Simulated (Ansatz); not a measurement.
This log comes from Ansatz, run on AlN built on the wurtzite prototype. The cell was relaxed with r2SCAN and then strained (xy shear, engineering strain (angle) -5.0 %), with the atoms relaxed again with r2SCAN; k points keep the names of the unstrained zone.

The cell given to it:
```xyz
4
Lattice="3.1067 -0.0777 0.0000 -1.6206 2.7293 0.0000 0.0000 0.0000 4.9786" Properties=species:S:1:pos:R:3 pbc="T T T"
Al   -0.0369    1.7937   -0.0165
Al    1.5230    0.8580    2.4728
N    -0.0199    1.7949    1.8835
N     1.5060    0.8568    4.3728
```

Output, abridged:
```
scf.n_extra_bands = 5 over 8 filled bands (N_el = 16.0): the run solves 13 bands
Pseudopotential: Al, paw, valence charge 3, recommended cutoff 420 eV (normal)
Pseudopotential: N, paw, valence charge 5, recommended cutoff 420 eV (normal)
Functional definition: HSE06
Crystal: 4 atoms, lattice volume = 41.587 Å³
Basis set: ecut = 420 eV, 811 PW (Γ)
Symmetry: 2 space group operations
Space group: P21 (ITA 4)
k-points: 60 of 144 (time reversal used)
Exchange kernel: α = 0.2500, screened, ω = 0.2079 Å⁻¹, Wigner–Seitz truncation, v(0) = 1043.2505 eV·Å³, q-mesh 6×6×4
preconditioner: auto → none  [insulator: Δε(μ)=5.528 eV  ℏωp=23.0 eV]
hybrid outer 1: dexx = +5.550e-3 eV, tail = 6.51e-6 eV
hybrid outer 2: dexx = +7.127e-8 eV, tail = 6.59e-9 eV, Δε = 7.85e-4 eV, ΔF = 3.20e-4 eV/Å
Free energy (F): -1849.380503 eV
Fermi energy:    6.279834 eV
--- Forces (eV/Å), atoms counted from 1 ---
  atom   1  Al    -0.00008      0.00111    -0.00791
  atom   2  Al      0.00008    -0.00111    -0.00791
  atom   3  N       0.00266      0.00111      0.00788
  atom   4  N     -0.00266    -0.00111      0.00788
--- Stress (GPa, compression-positive) ---
       -0.929892       6.663383       0.000000
        6.663391       0.044489       0.000000
        0.000000       0.000000      -1.047255
  P = ⅓ Tr σ = -0.6442 GPa (-6.442 kbar)
--- Band table (eV; the first three rows and the last of 60) ---
  k-point 0: bands = […, -0.2091, 5.1153, 5.5761, 5.9009, 6.2239, 6.2798, 11.8585, 14.3868, 18.5384, 18.8354, …]
  k-point 1: bands = […, 0.6564, 5.0113, 5.2242, 5.6670, 5.7785, 6.1249, 12.8531, 14.5225, 18.2737, 18.6942, …]
  k-point 2: bands = […, 2.6951, 2.6951, 5.4936, 5.4936, 5.8917, 5.8917, 14.2330, 14.2330, 18.2041, 18.2041, …]
  k-point 59: bands = […, 0.0876, 0.0876, 4.7949, 4.7949, 5.0172, 5.0172, 12.9983, 12.9983, 17.3058, 17.3058, …]
```

The file bands.tsv (bands near the Fermi energy, numbered from 0, rounded):
```tsv
# k_distance	band_3	band_4	band_5	band_6	band_7	band_8	band_9	band_10	band_11
# fermi_ev = 6.279834
# [0, 0, 0] at k_distance = 0.000000
# [0.5, 0, 0] at k_distance = 1.193788
# [0.3333333333, 0.3333333333, 0] at k_distance = 1.853814
# [0, 0, 0.5] at k_distance = 3.369848
# [0.5, 0, 0.5] at k_distance = 4.563636
# [0.3333333333, 0.3333333333, 0.5] at k_distance = 5.223663
# [-0.005208, -0.005208, 0] at k_distance = 6.759306
# levels_relative_to = fermi_ev
0.000	-1.165	-0.704	-0.379	-0.056	0.000	5.579	8.107	12.259	12.556
1.194	-4.383	-3.509	-2.616	-1.759	-1.013	6.825	6.958	9.439	11.895
1.854	-4.081	-4.053	-2.670	-2.615	-2.517	6.349	9.881	11.266	11.404
3.370	-3.585	-0.786	-0.786	-0.388	-0.388	7.953	7.953	11.924	11.924
4.564	-5.917	-1.904	-1.904	-1.473	-1.473	6.587	6.587	10.652	10.652
5.224	-5.219	-4.154	-4.154	-0.863	-0.863	8.889	8.889	9.338	9.338
6.759	-1.166	-0.710	-0.379	-0.062	0.000	5.584	8.111	12.259	12.553
```
In order the rows are Γ, M, K, A, L, H, Γ–K (0.02).

Q: Which of these blocks stood in the input: relax, gw, phonons, dielectric, magnetization (spin_orbit)?

A: None of them. A single point prints forces and stress when the output block asks for them.

Q: Which k mesh was typed?

A: 6×6×4, Γ-centred.

Q: How were the bands filled?

A: Fixed occupations.

Run as `ansatz run input.yaml --threads 2 --pin off --max-ram 2211MiB --backend cpu --events-out ev --progress --plain --runs-dir out`. Wall time 88 s on 2 threads of Arm Neoverse N1, on a shared host, load about 0.8 per core; peak host memory 1.2 GiB.

(Simulation; spin polarisation is off.)

The stress of a hybrid is loosely converged in these runs.
